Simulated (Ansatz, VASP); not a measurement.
**La in VASP and in Ansatz**

```
CELL_PARAMETERS angstrom
-2.15178 2.15178 2.15178
2.15178 -2.15178 2.15178
2.15178 2.15178 -2.15178
ATOMIC_POSITIONS crystal
La 0.00000 0.00000 0.00000
```

Change from the starting cell: functional r2scan, volume scaled by 1.04, PAW files.

Alike in both runs: task electric field gradients; functional r2SCAN; k mesh 11 × 11 × 11; occupations fermi-dirac, width 0.03 eV; no spin polarisation.

|  | VASP | Ansatz |
| --- | --- | --- |
| version | VASP 6.6.1 | Ansatz 0.2.0 |
| potentials or method | VASP PAW PBE potentials, release 64 (La) | PAW with Ansatz's default frozen-core files, scalar-relativistic |
| plane-wave cutoff (eV) | 520 | 500 |
| valence electrons in the cell | 11 | 11 |

```tsv
	VASP	Ansatz	Ansatz less VASP
pressure (GPa)	-0.8	-0.8	-0.06
Vzz of the field gradient on the site that differs most (V/Å²)	0.0	0.0	0.00
```

Ansatz warned: «gradients_without_spin_orbit».

Caveats: the PAW data sets were made with another functional, which shifts forces and pressure a little (VASP). Spin-orbit coupling is left out, which matters for the levels of La.
